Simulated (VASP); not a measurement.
The system is CdS (Hawleyite).

```xyz
2
Lattice="0.0000 2.9176 2.9176 2.9176 0.0000 2.9176 2.9176 2.9176 0.0000" Properties=species:S:1:pos:R:3 pbc="T T T"
Cd    2.9176    0.0000    2.9176
S     1.4588    1.4588    1.4588
```

Base run:

| Quantity | Value |
| --- | --- |
| Program | VASP 6.6.1 |
| Functional | HSE06 |
| Potentials or basis | VASP PAW PBE potentials, release 64 (Cd, S) |
| Cutoff | 520 eV |
| k mesh | 8 × 8 × 8 |
| Occupations | gaussian, width 0.03 eV |
| Spin | no spin polarisation |

Its results: band gap on the k mesh 2.18 eV, direct; pressure 1.9 GPa.

Question: The run is repeated on the same cell with these changes: functional from HSE06 to PBE. What comes out?

Answer: Band gap on the k mesh 1.15 eV, direct; pressure 3.1 GPa.

HSE06 gives the wider gap, since exact exchange removes part of the self-interaction.

Caveats: the PAW data sets were made with another functional, which shifts forces and pressure a little (some runs).
